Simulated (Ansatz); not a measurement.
MgS:

```xyz
2
Lattice="0.0000 2.8331 2.8331 2.8331 0.0000 2.8331 2.8331 2.8331 0.0000" Properties=species:S:1:pos:R:3 pbc="T T T"
S     1.4166    1.4166    1.4166
Mg    0.0000    0.0000    0.0000
```

The cell comes from a database or a generator and needn't be the stable form of this composition.

Program: Ansatz 0.2.0. Alike in all runs: potentials or basis JTH PAW; cell as given; cutoff (eV) 900.

Task: Order these runs on this cell by their band gap on the k mesh, lowest first.
A. level LDA+D4; spin non-collinear, ferromagnetic start; k mesh 8 × 8 × 8; smearing cold 0.05 eV; mesh quality not flagged
B. level r2SCAN-EpsX; spin off; k mesh 5 × 5 × 5; smearing fixed; points for each segment of the path 4; mesh quality not flagged
C. level r2SCANh; spin collinear, program default start; k mesh 4 × 4 × 4; smearing gaussian 0.01 eV; mesh quality coarse

Result: A (3.16 eV), C (4.70 eV), B (5.69 eV).

Caveats: some runs use coarse meshes.

A k mesh can miss the band edges.

Not every run made on this cell is shown here.
